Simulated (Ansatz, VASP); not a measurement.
**CuI in VASP and in Ansatz**

```xyz
2
Lattice="0.0000 3.0390 3.0390 3.0390 0.0000 3.0390 3.0390 3.0390 0.0000" Properties=species:S:1:pos:R:3 pbc="T T T"
Cu    4.5585    4.5585    4.5585
I     0.0000    0.0000    0.0000
```

Alike in both runs: functional PBE; k mesh 8 × 8 × 8; occupations gaussian, width 0.02 eV; no spin polarisation.

Ansatz relaxed the structure, and its values are those at the end. VASP's run is a single point on that final structure, the one shown.

|  | VASP | Ansatz |
| --- | --- | --- |
| version | VASP 6.6.1 | Ansatz 0.2.0 |
| potentials or method | VASP PAW PBE potentials, release 64 (Cu, I) | scalar-relativistic, plane waves, PAW |
| plane-wave cutoff (eV) | 520 | 420 |
| valence electrons in the cell | 18 | 36 |

VASP gave:

* gap on the k mesh at the Fermi level (eV): 1.13
* least direct gap on the mesh (eV): 1.13
* pressure (GPa): 0.4

**Question.** Which values does Ansatz return?

**Answer.** gap on the k mesh at the Fermi level (eV): 1.10; least direct gap on the mesh (eV): 1.10; pressure (GPa): 0.0.

The two sets of potentials don't hold the same shells in valence.

Caveats: spin-orbit coupling is left out, which moves the levels of the heavy elements. Expect the measured gap to be larger: semilocal functionals such as PBE lack the derivative discontinuity.
